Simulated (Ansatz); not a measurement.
# Calculated quadrupolar parameters for Cu2O under strain

The cell is a COD entry, relaxed with PBE at fixed cell and then changed (z stretched by 2 %, ions relaxed).

```cif
data_structure
_symmetry_space_group_name_H-M 'P 1'
_symmetry_Int_Tables_number 1
_cell_length_a 4.2685
_cell_length_b 4.2685
_cell_length_c 4.3539
_cell_angle_alpha 90.000
_cell_angle_beta 90.000
_cell_angle_gamma 90.000
_cell_volume 79.33
loop_
_atom_site_label
_atom_site_type_symbol
_atom_site_fract_x
_atom_site_fract_y
_atom_site_fract_z
_atom_site_occupancy
Cu1 Cu 0.25000 0.25000 0.25000 1
Cu2 Cu 0.25000 0.75000 0.75000 1
Cu3 Cu 0.75000 0.75000 0.25000 1
Cu4 Cu 0.75000 0.25000 0.75000 1
O5 O 0.00000 0.00000 0.00000 1
O6 O 0.50000 0.50000 0.50000 1
```

Atoms are numbered from 1 in the order listed; like atoms form one site, named after its first atom.

Level of theory: DFT, PBE, plane waves and PAW, scalar-relativistic, 420 eV cutoff, Γ-centred 7×7×7 k-points, Fermi–Dirac smearing 0.02 eV (Ansatz 0.2.0).

C_Q = eQV_zz/h, which is 24.18 MHz for Q = 1 b and V_zz = 10²¹ V/m²; η = (V_xx − V_yy)/V_zz.

Cu-65: I = 3/2, Q = -204.0 mb; ¹⁷O: I = 5/2, Q = -25.58 mb. Quadrupole moments are those of Pyykkö's year-2017 table.

Question: Which values are expected at the nuclei?

Answer: 

| site | atoms (order as listed) | first shell | V_zz (10²¹ V/m²) | η | C_Q (MHz) |
| --- | --- | --- | --- | --- | --- |
| Cu | 1, 2, 3, 4 | 2 O at 1.86 Å, angle 180° | -4.83 | 0.02 | 23.8 |
| O | 5, 6 | 4 Cu at 1.86 Å | 0.23 | 0.00 | -0.144 |

An axis of threefold or higher order runs through O, so V_zz lies along it and η is zero. At Cu V_zz points along the line of its two bonds (within 1°).

Semilocal functionals underestimate gradients at Cu(I) with two or three neighbours, in Cu₂O by a fifth to nearly a half. With a gap of 0.5 eV on this mesh, small gradients can still move by 0.1 × 10²¹ V/m² or more as the k-mesh gets denser.
